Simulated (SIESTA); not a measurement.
Crystal: CdS (Hawleyite).

```
Cd S
1.0
     0.00000    2.91650    2.91650
     2.91650    0.00000    2.91650
     2.91650    2.91650    0.00000
Cd S
1 1
Direct
  0.00000 0.00000 0.00000
  0.75000 0.75000 0.75000
```

Base run:

| Property | Result |
| --- | --- |
| Program | SIESTA 5.4.2 |
| Functional | RPBE |
| Potentials or basis | PseudoDojo 0.4 standard (PBE files) |
| Basis | DZP (energy shift 0.003 Ry; two zetas on semicore shells) |
| Grid cutoff | 800 Ry |
| Energy shift | 0.003 Ry |
| k mesh | 8 × 8 × 8 |
| Occupations | fermi-dirac, width 0.05 eV |
| Spin | no spin polarisation |

Its results: band gap on the k mesh 1.52 eV, direct; pressure 5.3 GPa.

**Question.** The run is repeated on the same cell with these changes: functional from RPBE to vdW-DF-cx. What comes out?

**Answer.** Band gap on the k mesh 1.26 eV, direct; pressure 0.9 GPa.

Caveats: the potentials were made for another functional, which shifts forces and pressure; the basis of atomic orbitals isn't converged, which shifts pressures, moduli and gaps.
